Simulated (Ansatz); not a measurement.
**Hf3N2: how the energy converges with the cutoff**

Hf3N2, P1, a = 7.952 Å, b = 7.980 Å, c = 7.866 Å, α, β, γ = 23.0°, 23.0°, 23.2°. Ansatz: PBEsol, PAW, cutoff varied, Γ-centred 10×10×10 mesh on 5 atoms, Gaussian smearing 0.10 eV; no spin polarisation. Single points at one geometry with displaced atoms, the cutoff alone changed; ΔE is the energy at zero smearing over the run at 600 eV. The runs up to 350 eV lie under the cutoff recommended for these PAW datasets.

```
cutoff (eV)  ΔE (meV/atom)
        200        4652.72
        250         976.60
        300         165.86
        350          32.90
        420              ?
```

Q: Assume ΔE falls exponentially with the cutoff, fit y = ln ΔE against x, the cutoff in eV, to the other rows, and predict the missing value.

A: y = 8.445, 6.884, 5.111, 3.493. Means x = 275.0, y = 5.9832; Σ(Δx)² = 12500, ΣΔxΔy = -415.7; the slope is their ratio. y = 15.13 − 0.03326 x, a factor of ten per 69 eV. At 420 eV this gives ΔE = 3.19 meV/atom. The run gave 3.02, a ratio of 1.06. The decay is steady over these rows.

Cost: 6 runs of about 6.4 core-minutes in all, on Intel Xeon 6975P-C (Granite Rapids) (shared hosts).